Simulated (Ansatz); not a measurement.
Crystal: AlFe.

```
Fe Al
1.0
     2.91000    0.00000    0.00000
     0.00000    2.91000    0.00000
     0.00000    0.00000    2.91000
Fe Al
1 1
Cartesian
  1.4550 1.4550 1.4550
  0.0000 0.0000 0.0000
```

Base run:

```yaml
Program: Ansatz 0.2.0
Functional: PBEsol
Potentials_or_basis: Ansatz PAW
Cutoff: 420 eV
Density_cutoff: 1680 eV
k_mesh: 9 × 9 × 9
Occupations: fermi-dirac, width 0.05 eV
Spin: collinear spin, ferromagnetic start
Starting_moments: "[3.0, 0.0] μB"
```

Its results: band gap on the k mesh none (metal or under the smearing width); pressure -11.2 GPa; net moment 0.66 μB per cell; site moments Fe +0.70; Al -0.03 μB.

After a change of settings the same cell gave: band gap on the k mesh none (metal or under the smearing width); pressure -1.9 GPa; net moment 0.60 μB per cell; site moments Fe +0.64; Al -0.03 μB. Which change was it?
A. functional from PBEsol to PBE; occupations from fermi-dirac, width 0.05 eV to gaussian, width 0.011 eV
B. functional from PBEsol to PBE; potentials or basis from Ansatz PAW to Ansatz PAW earlier set; cutoff from 420 eV to 1050 eV; density cutoff from 1680 eV to 4200 eV; valence electrons from 19 to 27
C. functional from PBEsol to PBE; potentials or basis from Ansatz PAW to SPMS NC; cutoff from 420 eV to 871 eV; density cutoff from 1680 eV to 3483 eV
D. functional from PBEsol to BLYP

D.

BLYP binds less tightly than PBEsol, so the same cell stands under more pressure.

Caveats: the PAW data sets come from PBE, with cores solved anew for the run's functional, which leaves a small shift of forces and pressure; the potentials were made for another functional, which shifts forces and pressure (some runs).

Not every run made on this cell is shown here.
